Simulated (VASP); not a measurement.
# LiCl (P6_3mc) in VASP: a series of runs, part 2 of 2

VASP 6.6.1. Earlier steps stand in the parts before.

## Step 4: Single point, PBE (strained and moved within a subgroup)

The input, INCAR:

```
ALGO = Fast
EDIFF = 1E-6
ENCUT = 520
GGA = PE
ISIF = 2
ISMEAR = 0
LASPH = T
LCHARG = F
LREAL = F
LWAVE = F
NBANDS = 18
NELM = 100
PREC = Accurate
SIGMA = 0.02
```

The input, KPOINTS:

```
k-points
0
Gamma
  9 9 4
```

The input, POSCAR:

```
LiCl
1.0
    3.8043098269      0.0000000000      0.0000000000
   -1.9021549135      3.3397343169     -0.0074099240
    0.0000000000     -0.0138586110      6.2681607460
Li Cl
2 2
Direct
    0.6673271588      0.3346543075      0.8766426085
    0.3358482173      0.6716964445      0.3790034308
    0.6696505831      0.3393011563      0.4996224235
    0.3271740408      0.6543480917      0.9947335372
```

Potentials or basis: VASP PAW PBE potentials, release 64 (Li_sv, Cl).

Launch:

```
$ cat potpaw_PBE.64/Li_sv/POTCAR potpaw_PBE.64/Cl/POTCAR > POTCAR
$ mpirun -np 1 vasp_std > vasp.out
```

OUTCAR:

```text
EDIFF = 1E-6
   ENCUT = 520
   GGA = PE
   ISIF = 2
   ISMEAR = 0
   LASPH = T
   LREAL = F
   NELM = 100
   PREC = Accurate

 ion  position               nearest neighbor table
   1  0.667  0.335  0.877-   4 2.30   4 2.30   3 2.36   4 2.39
   2  0.336  0.672  0.379-   3 2.33   3 2.33   3 2.35   4 2.41
   3  0.670  0.339  0.500-   2 2.33   2 2.33   2 2.35   1 2.36
   4  0.327  0.654  0.995-   1 2.30   1 2.30   1 2.39   2 2.41

  LATTYP: Found a base centered monoclinic cell.
 ALAT       =     6.6794850743
 B/A-ratio  =     0.5695513628
 C/A-ratio  =     0.9384220485
 COS(beta)  =    -0.0044296482

  Lattice vectors:

 A1 = (   1.9021549134,   3.3397343169,  -0.0074099240)
 A2 = (  -1.9021549135,   3.3397343169,  -0.0074099240)
 A3 = (   0.0000000000,  -0.0138586110,   6.2681607460)

Analysis of symmetry for initial positions (statically):
=====================================================================
 Subroutine PRICEL returns:
 Original cell was already a primitive cell.

 Routine SETGRP: Setting up the symmetry group for a
 base centered monoclinic supercell.

 Subroutine GETGRP returns: Found  2 space group operations
 (whereof  2 operations were pure point group operations)
 out of a pool of  4 trial point group operations.

The static configuration has the point symmetry C_1h.

Analysis of symmetry for dynamics (positions and initial velocities):
=====================================================================
 Subroutine PRICEL returns:
 Original cell was already a primitive cell.

 Routine SETGRP: Setting up the symmetry group for a
 base centered monoclinic supercell.

 Subroutine GETGRP returns: Found  2 space group operations
[... 123 lines left out ...]
   EFERMI_NEDOS =   21; number of points for ismear=-14 and -15
   IALGO  =     68    algorithm
   IMIX   =      4    mixing-type and parameters
     AMIX     =   0.40;   BMIX     =  1.00
     AMIX_MAG =   1.60;   BMIX_MAG =  1.00
  volume/ion in A,a.u.               =      19.91       134.36
  Fermi-wavevector in a.u.,A,eV,Ry     =   1.032863  1.951829 14.514788  1.066807
  Thomas-Fermi vector in A             =   2.167082
   LORBIT       =      0    0 simple, 1 ext, 2 COOP (PROOUT), +10 PAW based schemes
   GGA     = PE    functional components
   LHFCALC =     F    Hartree Fock is set to
   AEXX    =    0.0000 exact exchange contribution
   IVDW    =     0    specifies the selected vdW correction
   LEPSILON=     F    determine dielectric tensor
   LRPA    =     F    only Hartree local field effects (RPA)
 non-spin polarized calculation
 RMM-DIIS sequential band-by-band and
 Gauss-broadening in eV      SIGMA  =   0.02
  energy-cutoff  :      520.00
  volume of cell :       79.64
 maximum number of plane-waves:      2164
   NGX = 15   NGY = 15   NGZ = 23

 number of electron      19.9999996 magnetization

 Free energy of the ion-electron system (eV)
  ---------------------------------------------------
  ext. energy  EPLUGINS =         0.00000000
  ---------------------------------------------------
  free energy    TOTEN  =       -14.84251073 eV

  energy without entropy =      -14.84251073  energy(sigma->0) =      -14.84251073

 E-fermi :  -0.7602     XC(G=0):  -7.8237

 val. band max:       -0.9690751198   @ k =   0.0000   0.0000   0.0000
 cond. band min:       5.1716684096   @ k =   0.0000   0.0000   0.0000
 fundamental gap:      6.1407435294
 Fermi energy:        -0.7602239024

 k-point     1 :       0.0000    0.0000    0.0000
  band No.  band energies     occupation
      1     -43.8161      2.00000
      2     -43.7360      2.00000
      3     -13.7962      2.00000
      4     -13.4715      2.00000
      5      -3.1277      2.00000
      6      -1.3411      2.00000
[... 481 lines left out ...]
      5      -2.9435      2.00000
      6      -2.4119      2.00000
[... 10 lines left out ...]
     17      11.0963      0.00000
     18      12.3237      0.00000

 [... further k-points ...]

------------------------ aborting loop because EDIFF is reached ----------------------------------------

  FORCE on cell =-STRESS in cart. coord.  units (eV):
  Direction    XX          YY          ZZ          XY          YZ          ZX
  --------------------------------------------------------------------------------------
  -------------------------------------------------------------------------------------
  Total        1.1446074      0.6081918      0.3584564     -0.0000000      0.0877699     -0.0000000
  in kB       23.0272102     12.2356016      7.2114250     -0.0000000      1.7657542     -0.0000000
  external PRESSURE =      14.1580789 kB  Pullay stress =       0.0000000 kB

 VOLUME and BASIS-vectors are now :
 -----------------------------------------------------------------------------
  energy-cutoff  :      520.00
  volume of cell :       79.64
      direct lattice vectors                 reciprocal lattice vectors
     3.804309827  0.000000000  0.000000000     0.262859768  0.149713242  0.000331009
    -1.902154913  3.339734317 -0.007409924     0.000000000  0.299426484  0.000662018
     0.000000000 -0.013858611  6.268160746     0.000000000  0.000353968  0.159537215

 POSITION                                       TOTAL-FORCE (eV/Angst)
 -----------------------------------------------------------------------------------
      1.90215      1.10551      5.49246         0.000000     -0.140738     -0.038077
     -0.00000      2.23804      2.37068        -0.000000      0.024462     -0.088856
      1.90215      1.12625      3.12920         0.000000     -0.049658     -0.017157
     -0.00000      2.17156      6.23030        -0.000000      0.165934      0.144089
 -----------------------------------------------------------------------------------
    total drift:                                0.000010      0.000152     -0.000269

  FREE ENERGIE OF THE ION-ELECTRON SYSTEM (eV)
  ---------------------------------------------------
  free  energy   TOTEN  =       -14.8425107339 eV

  energy  without entropy=      -14.8425107339  energy(sigma->0) =      -14.84251073
```

OSZICAR:

```text
N       E                     dE             d eps       ncg     rms          rms(c)
DAV:   1     0.131868557631E+03    0.13187E+03   -0.89056E+03  3420   0.107E+03
DAV:   2     0.185089575541E+00   -0.13168E+03   -0.12642E+03  4254   0.237E+02
DAV:   3    -0.145941945386E+02   -0.14779E+02   -0.14710E+02  6024   0.678E+01
[... 10 lines left out ...]
RMM:  14    -0.148425024847E+02   -0.74805E-05   -0.74267E-05  5698   0.435E-02    0.126E-02
RMM:  15    -0.148425077514E+02   -0.52666E-05   -0.35034E-05  5531   0.287E-02    0.464E-03
RMM:  16    -0.148425089407E+02   -0.11893E-05   -0.14029E-05  5212   0.189E-02    0.413E-03
RMM:  17    -0.148425107961E+02   -0.18554E-05   -0.67261E-06  4999   0.135E-02    0.191E-03
RMM:  18    -0.148425097354E+02    0.10607E-05   -0.21219E-06  4417   0.980E-03    0.166E-03
RMM:  19    -0.148425107339E+02   -0.99846E-06   -0.19409E-06  4112   0.826E-03
   1 F= -.14842511E+02 E0= -.14842511E+02  d E =-.152534E-51
```

Run time: 74 s. Hardware: 1 thread of Intel Xeon 6975P-C (Granite Rapids), shared host; peak memory 0.25 GiB.

Results:

* Free energy: -14.8425 eV
* Largest force: 0.220 eV/Å
* Band gap on the k mesh: 6.14 eV, direct

Forces in eV/Å, atoms in the order of the input:
```
Li   0.000 -0.141 -0.038
Li   0.000  0.024 -0.089
Cl   0.000 -0.050 -0.017
Cl   0.000  0.166  0.144
```

Caveat: the cutoff is under 1.25 times the usual one of these potentials, so pressure, stress and relaxed cells hold a basis-set (Pulay) error; an odd mesh through Γ misses points on the zone boundary, where band edges often lie.

## Step 5: Summary

| potentials or basis | cell | k mesh | gap on the mesh (eV) | largest force (eV/Å) |
| --- | --- | --- | --- | --- |
| VASP PAW PBE potentials, release 64 (Li_sv, Cl) | strained and moved within the space group | 9 × 9 × 4 | 5.79 | 0.22 |
| VASP PAW PBE potentials, release 64 (K_sv, Cl) | Li replaced by K, lengths x 1.196, strained and moved within the space group | 6 × 6 × 4 | 5.37 | 0.04 |
| VASP PAW PBE potentials, release 64 (Li_sv, Cl) | strained and moved within a subgroup | 9 × 9 × 4 | 6.14 | 0.22 |

Alike in all rows: task single point; level PBE; no spin polarisation; cutoff (eV) 520; smearing gaussian 0.02 eV.

Caveats: the cutoff is under 1.25 times the usual one of these potentials, so pressure, stress and relaxed cells hold a basis-set (Pulay) error (some runs); an odd mesh through Γ misses points on the zone boundary, where band edges often lie (some runs).

Absolute energies hang on the potentials; compare differences alone.
